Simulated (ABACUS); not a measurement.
## La under changes of volume

One of the cells (38.320 Å³/atom); the others are scaled copies at fixed shape and fractional positions:

```
La
1.0
    -2.12383    2.12383    2.12383
     2.12383   -2.12383    2.12383
     2.12383    2.12383   -2.12383
La
1
Direct
  0.00000 0.00000 0.00000
```

This isn't the form of La at room conditions, which is double hcp.

| Quantity | Value |
| --- | --- |
| Program | ABACUS 3.10.1 |
| Functional | PBE |
| Potentials or basis | PseudoDojo NC SR 0.4.1 PBE standard |
| Cutoff | 1510 eV |
| Density cutoff | 6041 eV |
| Basis | DZP LCAO (the cutoffs set its grid) |
| k mesh | 9 × 9 × 9 |
| Occupations | fermi-dirac, width 0.05 eV |
| Spin | no spin polarisation |

| volume (Å³/atom) | energy over the lowest point (meV/atom) | pressure (GPa) |
| --- | --- | --- |
| 36.020 | 6.72 | 1.4 |
| 36.787 | 1.81 | 0.8 |
| 37.553 | 0.00 | 0.2 |
| 38.320 | 1.01 | -0.4 |
| 39.086 | ? | ? |
| 39.852 | 10.75 | -1.5 |
| 40.619 | 19.08 | -1.9 |

Problem. What does the run at 39.086 Å³/atom give?

Solution. Energy over the lowest point 4.66 meV/atom; pressure -1.0 GPa.

Worked out: A Birch-Murnaghan fit of order 3 (a polynomial in V^(-2/3)) to the other rows has its minimum at 37.65 Å³/atom with B0 = V·E''(V) = 29 GPa and B' = 2.9. It gives 4.67 meV/atom at 39.086 Å³/atom, against the run's 4.66, and -dE/dV = -1.0 GPa, against -1.0.

Energies are extrapolated to zero smearing.

Caveats: the atomic orbitals were generated for these runs and aren't a published set; the basis of atomic orbitals isn't converged, which shifts pressures, moduli and gaps.
